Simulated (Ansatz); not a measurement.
**BAs (F-43m): a single-point run**

Wanted: a converged single-point run for BAs (F-43m), and a check of what comes out. The structure is shown as the input types it.

Program: Ansatz 0.2.0. Level of theory: DFT PBE, scalar-relativistic, plane waves, PAW. These are calculated values, not measurements.

2 further runs of the same task are left out: 1 that didn't finish, 1 set aside as unsound or not needed. Runs told in other sessions of the task aren't counted.

**1. The structure to begin with**

It takes space group F-43m (No. 216, cubic). Conventional cell: a = 4.808 Å, b = 4.808 Å, c = 4.808 Å, α = 90.00°, β = 90.00°, γ = 90.00°. B (site symmetry -43m) has 4 As at 2.08 Å in its first shell of neighbours. As (site symmetry -43m) is surrounded by 4 B at 2.08 Å.

As a file:

```xyz
2
Lattice="0.0000 2.4038 2.4038 2.4038 0.0000 2.4038 2.4038 2.4038 0.0000" Properties=species:S:1:pos:R:3 pbc="T T T"
B     0.0000    0.0000    0.0000
As    3.6056    3.6056    3.6056
```

**2. The run**

The input, input.yaml:

```yaml
crystal:
  lattice:
    - [0.0, 2.4037551284, 2.4037551284]
    - [2.4037551284, 0.0, 2.4037551284]
    - [2.4037551284, 2.4037551284, 0.0]
  atoms:
    - { symbol: B, position: [0.0, 0.0, 0.0] }
    - { symbol: As, position: [0.75, 0.75, 0.75] }
basis:
  ecutwfc: 420
  ecutrho_ratio: 2
kpoints:
  mp_grid: { grid: [12, 12, 12] }
hamiltonian:
  xc: pbe
scf:
  occupations: { method: gaussian, width: 0.05 }
  max_iter: 60
output:
  forces: true
  stress: true
```

Launch:

```bash
$ ansatz run input.yaml --threads 4 --pin off --max-ram 7168MiB --backend cpu --events-out ev --progress --plain --runs-dir out
```

Log:

```text
Warning: basis.ecutrho_ratio = 2 (ecutrho = 840 eV) is below the records' recommended 1680 eV
settings of this run that can trade accuracy for cost: basis.ecutrho_ratio < 4. Do not mix this run's numbers with those of runs without the same settings; the input reference describes each key
Warning: RAYON_NUM_THREADS=4 ignored (pool sized by the plan → 4); use --threads N
Engine: ansatz 0.2.0, aarch64-unknown-linux-gnu
Pseudopotentials: kind: paw
Pseudopotential: B, paw, valence charge 3, recommended cutoff 420 eV (normal), B.paw.azcp
Pseudopotential: As, paw, valence charge 15, recommended cutoff 420 eV (normal), As.paw.azcp
Functional definition: PBE
  parameter kappa = 0.804
  parameter beta = 0.06672455060314922
  exchange = pbe_x(kappa = kappa, mu = beta*pi^2/3)
  correlation = pbe_c(beta = beta)
Crystal: 2 atoms, lattice volume = 27.778 Å³
Basis set: ecut = 420 eV, 537 PW (Γ), exchange–correlation on 40×40×40 points (8 copies of the dense FFT grid, shifted against one another)
Bands: 13, of which v1, the nominal top of the filled ones, is band 9 counted from 1 (8 counted from 0)
Symmetry: 24 space group operations
Space group: F-43m (ITA 216), of the structure as read, at distance tolerance 3.0e-5 Å
k-points: 72 of 1728 (time reversal used)
Non-local potential: B, projectors of the file, l = 0: 2, l = 1: 2, l = 2: 1
Non-local potential: As, projectors of the file, l = 0: 2, l = 1: 2, l = 2: 3, l = 3: 1
PAW form: soft (Blöchl's): semilocal exchange-correlation on the pseudo side does not see the compensation charge
PAW one-centre angular grid: B, 110 points (default); XC on 64 Gauss nodes
PAW one-centre angular grid: As, 590 points (default); XC on 64 Gauss nodes
Initial density: superposition of atomic densities (neutral atoms: chi_scale 0, normalization atom), corrected by the library's trained network
Initial wavefunctions: pseudopotential atomic-orbital guess
Functional: x = pbe(κ = 0.804, μ = 0.2195149727645171), c = pbe(β = 0.06672455060314922)
SCF iter   1: F=—  HF=-5012.105283 eV  |F-HF|=—  |Δ(HF+E_count)|=         —  Δρ=6.56e-4  dr2=7.28e-5  ethr=1.77e-3  ⟨swp⟩=5.6  Hψ=5354  notcnv=0
preconditioner: auto → none  [insulator: Δε(μ)=1.213 eV  Ē_g=12.263 eV  σ=0.050 eV  W_gap=1.00  n_scr=8 (ndim 8)  ℏωp=19.9 eV  f_vac=0.002  D(μ)=0.00/eV (n_scr^D=0)  ε∞_Penn≈3.6]
SCF iter   2: F=—  HF=-5012.105248 eV  |F-HF|=—  |Δ(HF+E_count)|=   3.47e-5  Δρ=3.87e-4  dr2=2.89e-5  ethr=4.04e-7  ⟨swp⟩=2.9  Hψ=2219  notcnv=0
SCF iter   3: F=—  HF=-5012.105261 eV  |F-HF|=—  |Δ(HF+E_count)|=   1.23e-5  Δρ=2.17e-4  dr2=4.23e-6  ethr=1.60e-7  ⟨swp⟩=2.5  Hψ=1526  notcnv=0
SCF iter   4: F=—  HF=-5012.105281 eV  |F-HF|=—  |Δ(HF+E_count)|=   2.01e-5  Δρ=5.43e-5  dr2=1.19e-6  ethr=2.35e-8  ⟨swp⟩=2.0  Hψ=1584  notcnv=0
iter 5 did not close the SCF: its close was put off for the readings that it lacked (scf_convergence_deferred on its scf_iter line)
SCF iter   5: F=-5012.105280 eV  HF=-5012.105280 eV  |F-HF|=5.05e-8  |Δ(HF+E_count)|=   6.18e-7  Δρ=1.31e-5  dr2=6.41e-8  ethr=6.64e-9  ⟨swp⟩=2.0  Hψ=1568  notcnv=0
SCF iter   6: F=-5012.105280 eV  HF=-5012.105280 eV  |F-HF|=1.84e-8  |Δ(HF+E_count)|=   9.39e-9  Δρ=6.33e-6  dr2=1.34e-8  ethr=3.56e-10  ⟨swp⟩=2.8  Hψ=2882  notcnv=0
SCF 1 converged in 6 iterations: F = -5012.105280 eV  dr2 = 1.34e-8
SCF converged after 6 iterations
Free energy (F): -5012.105280 eV
Harris-Foulkes:  -5012.105280 eV  (|F-HF|=1.84e-8)
Internal energy: -5012.105280 eV  (E = F + TS)
E sigma→0 (E₀):  -5012.105280 eV
Fermi energy:    11.428221 eV
--- Per-component energies (eV) ---
  E_band       = -214.862780
  E_kinetic    = 151.242559
  E_local      = -1710.642510  (includes V_loc(G=0)·N_el)
  E_nonlocal   = -657.821023
  E_hartree    = 946.349985
  E_xc         = -111.125526
  E_vxc        = -117.259563  (∫ρ·V_xc dr)
  E_paw        = -1915.282916  (= ΣΔE_a)
  E_vpaw       = 226.925866  (= ΣTr[D̂ρ^β])
  E_aug_tail   = -0.003265  (compensation charges beyond the density's cutoff)
  E_ewald      = -1714.822584
  E_smearing   = -0.000000  (= −TS)
  E_closure    = 0.000000  (closes the sum)
  Σ components = -5012.105280   (vs F -5012.105280, Δ=0.00e0)
--- Forces (eV/Å), atoms counted from 1 ---
  atom   1  B     -0.00000000     0.00000000     0.00000000
  atom   2  As     0.00000000     0.00000000    -0.00000000
  max |Σ_I F_I| component: 5.18e-16 eV/Å
--- Stress (GPa, compression-positive) ---
        0.163467      -0.000000      -0.000000
       -0.000000       0.163467       0.000000
       -0.000000       0.000000       0.163467
  P = ⅓ Tr σ = 0.1635 GPa (1.635 kbar)
settings of this run that can trade accuracy for cost: basis.ecutrho_ratio < 4. Do not mix this run's numbers with those of runs without the same settings; the input reference describes each key
```

Run time: 0.73 s. Hardware: 4 threads of Arm Neoverse V2, shared host; peak memory 0.3 GiB.

**3. Checking the result**

The run converged and reported no error, with warnings (cutoff below recommended). Its log warns: «basis.ecutrho_ratio = 2 (ecutrho = 840 eV) is below the records' recommended 1680 eV»

The suspect setting: basis.ecutrho_ratio is 2. The risk: density grid too coarse. The run converged, but that does not make its result sound.

Run again and compare: set basis.ecutrho_ratio to 4.

**4. A check with that setting changed**

Besides the cure, the input differs in scf.max_iter, output requests.

Edit input.yaml of step 2 so:

```diff
@@ -10,3 +10,3 @@
   ecutwfc: 420
-  ecutrho_ratio: 2
+  ecutrho_ratio: 4
 kpoints:
@@ -17,3 +17,2 @@
   occupations: { method: gaussian, width: 0.05 }
-  max_iter: 60
 output:
@@ -21 +20,2 @@
   stress: true
+  eigenvalues: true
```

Launch:

```bash
$ ansatz run input.yaml --threads 4 --pin off --max-ram 7168MiB --backend cpu --events-out ev --progress --plain --runs-dir out
```

The main lines of its log:

```text
[...]
Basis set: ecut = 420 eV, 537 PW (Γ), exchange–correlation on 48×48×48 points (8 copies of the dense FFT grid, shifted against one another)
[...]
k-points: 72 of 1728 (time reversal used)
[...]
SCF iter   1: F=—  HF=-5012.105254 eV  |F-HF|=—  |Δ(HF+E_count)|=         —  Δρ=7.29e-4  dr2=7.36e-5  ethr=1.77e-3  ⟨swp⟩=5.6  Hψ=5337  notcnv=0
preconditioner: auto → none  [insulator: Δε(μ)=1.212 eV  Ē_g=12.263 eV  σ=0.050 eV  W_gap=1.00  n_scr=8 (ndim 8)  ℏωp=19.9 eV  f_vac=0.001  D(μ)=0.00/eV (n_scr^D=0)  ε∞_Penn≈3.6]
SCF iter   2: F=—  HF=-5012.105265 eV  |F-HF|=—  |Δ(HF+E_count)|=   1.16e-5  Δρ=4.20e-4  dr2=2.92e-5  ethr=4.09e-7  ⟨swp⟩=2.8  Hψ=2219  notcnv=0
[...]
SCF iter   5: F=-5012.105309 eV  HF=-5012.105309 eV  |F-HF|=6.04e-8  |Δ(HF+E_count)|=   5.99e-7  Δρ=1.40e-5  dr2=7.23e-8  ethr=6.52e-9  ⟨swp⟩=2.0  Hψ=1567  notcnv=0
SCF iter   6: F=-5012.105309 eV  HF=-5012.105309 eV  |F-HF|=1.90e-8  |Δ(HF+E_count)|=   1.31e-8  Δρ=6.49e-6  dr2=1.40e-8  ethr=4.02e-10  ⟨swp⟩=2.9  Hψ=2965  notcnv=0
[...]
SCF converged after 6 iterations
Free energy (F): -5012.105309 eV
[...]
E sigma→0 (E₀):  -5012.105309 eV
Fermi energy:    11.428229 eV
[...]
  P = ⅓ Tr σ = 0.1477 GPa (1.477 kbar)
[...]
```

It took 0.74 s on 4 threads of Arm Neoverse V2, shared host; peak memory 0.31 GiB.

```
       run     ending  energy change  pressure (GPa)  gap (eV)  force (eV/Å)  cycles    time
 first try  converged   0.0 meV/atom             0.2      1.21          0.00       6  0.73 s
second try  converged              0             0.1      1.21          0.00       6  0.74 s
```

**5. Results**

| quantity | value |
| --- | --- |
| first try | converged, 6 SCF cycles |
| setting under test | ecutrho_ratio 2 |
| second try | converged, 6 SCF cycles |
| energy (zero set by the potentials) | -5012.1053 eV |
| pressure | 0.15 GPa |
| gap on the mesh | 1.21 eV |
| largest force | 0.000 eV/Å |

**Reading.** Both runs end at the same energy: the doubtful setting did not spoil the result here.

The gaps are Kohn-Sham values of a semilocal functional, not quasiparticle or optical gaps. Such gaps usually fall short of the measured ones.
